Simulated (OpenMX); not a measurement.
Crystal: Sn.

```
Sn
1.0
    -2.94014    2.94014    1.59930
     2.94014   -2.94014    1.59930
     2.94014    2.94014   -1.59930
Sn
2
Direct
  0.00000 0.00000 0.00000
  0.75000 0.25000 0.50000
```

Base run:

| Quantity | Value |
| --- | --- |
| Program | OpenMX 3.8.5 |
| Functional | PBE |
| Potentials or basis | OpenMX 2013 PBE set, Sn7.0-s3p2d2, grid cutoff 260 Ry |
| k mesh | 9 × 9 × 9 |
| Occupations | fermi-dirac, width 0.05 eV |
| Spin | no spin polarisation |

Its results: pressure -7.0 GPa.

Task: After a change of settings the same cell gave: pressure -8.5 GPa. Which change was it?
A. potentials or basis from OpenMX 2013 PBE set, Sn7.0-s3p2d2, grid cutoff 260 Ry to OpenMX 2013 PBE set, Sn7.0-s3p2d2, grid cutoff 500 Ry
B. functional from PBE to LDA; potentials or basis from OpenMX 2013 PBE set, Sn7.0-s3p2d2, grid cutoff 260 Ry to OpenMX 2013 LDA set, Sn7.0-s3p2d2, grid cutoff 500 Ry
C. potentials or basis from OpenMX 2013 PBE set, Sn7.0-s3p2d2, grid cutoff 260 Ry to OpenMX 2013 PBE set, Sn7.0-s3p2d1, grid cutoff 500 Ry
D. potentials or basis from OpenMX 2013 PBE set, Sn7.0-s3p2d2, grid cutoff 260 Ry to OpenMX 2013 PBE set, Sn7.0-s3p2d2f1, grid cutoff 500 Ry

Result: C.

Caveats: the basis of atomic orbitals isn't converged, which shifts pressures, moduli and gaps; the real-space grid is coarse for these elements, which adds noise of up to some 20 meV/atom to energies and shifts forces, pressures and volumes (some runs).

Not every run made on this cell is shown here.
